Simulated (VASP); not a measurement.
HgSe: relaxation of cell and atoms with HSE06

The system is HgSe.

```xyz
2
Lattice="0.0000 3.0728 3.0728 3.0728 0.0000 3.0728 3.0728 3.0728 0.0000" Properties=species:S:1:pos:R:3 pbc="T T T"
Hg    0.0000    0.0000    0.0000
Se    1.5364    1.5364    1.5364
```

| Item | Value |
| --- | --- |
| Program | VASP 6.6.1 |
| Task | relaxation of cell and atoms |
| Functional | HSE06 |
| Potentials or basis | VASP PAW PBE potentials, release 64 (Hg, Se) |
| Cutoff | 520 eV |
| k mesh | 6 × 6 × 6 |
| Occupations | gaussian, width 0.03 eV |
| Spin | no spin polarisation |
| Grid for exact exchange (PRECFOCK) | Fast |
| Screening parameter | 0.2 1/A |
| Further INCAR settings | ALGO = Normal; EDIFF = 1e-06; IBRION = 2; EDIFFG = -0.01; NSW = 25; ISIF = 3 |

* Relaxed volume: 29.60 Å³/atom
* Relaxed cell: a = 4.374 Å, b = 4.374 Å, c = 4.374 Å, α = 60.00°, β = 60.00°, γ = 60.00°
* Space group after relaxing (to 0.05 Å): F-43m (No. 216)
* Energy gained by relaxing: 1.8 meV/atom
* Ionic steps: 3
* Pressure after relaxing: 0.0 GPa
* Band gap on the k mesh: none (metal or under the smearing width)

The path:
```tsv
step	energy change (eV)	largest force (eV/Å)	pressure (GPa)	volume (Å³)
1	0.0000	0.0000	1.03	58.03
2	-0.0032	0.0000	-0.35	59.61
3	-0.0037	0.0000	0.01	59.19
```

Final structure:
```xyz
2
Lattice="0.0000 3.0932 3.0932 3.0932 0.0000 3.0932 3.0932 3.0932 0.0000" Properties=species:S:1:pos:R:3 pbc="T T T"
Hg    0.0000    0.0000    0.0000
Se    1.5466    1.5466    1.5466
```

Levels at points of the mesh, in eV from the Fermi level:
```
           k point  band 5  band 6  band 7  band 8  band 9  band 10  band 11  band 12  band 13
(0.00, 0.00, 0.00)   -7.24   -7.24   -0.25   -0.01   -0.01    -0.01     6.49     6.49     6.49
(0.50, 0.00, 0.00)   -7.20   -6.92   -5.52   -0.97   -0.97     1.94     7.23     7.23     7.94
(0.50, 0.50, 0.00)   -7.15   -6.87   -5.23   -2.27   -2.27     3.62     3.86     9.43    10.89
```

Wall time 9.1 min on 4 MPI ranks on Intel(R) Xeon(R) Platinum 8488C (Sapphire Rapids) (shared host), peak memory 0.3 GiB a rank.

Caveat: the PAW data sets were made with another functional, which shifts forces and pressure a little. Spin-orbit coupling is left out, which matters for the levels of Hg.
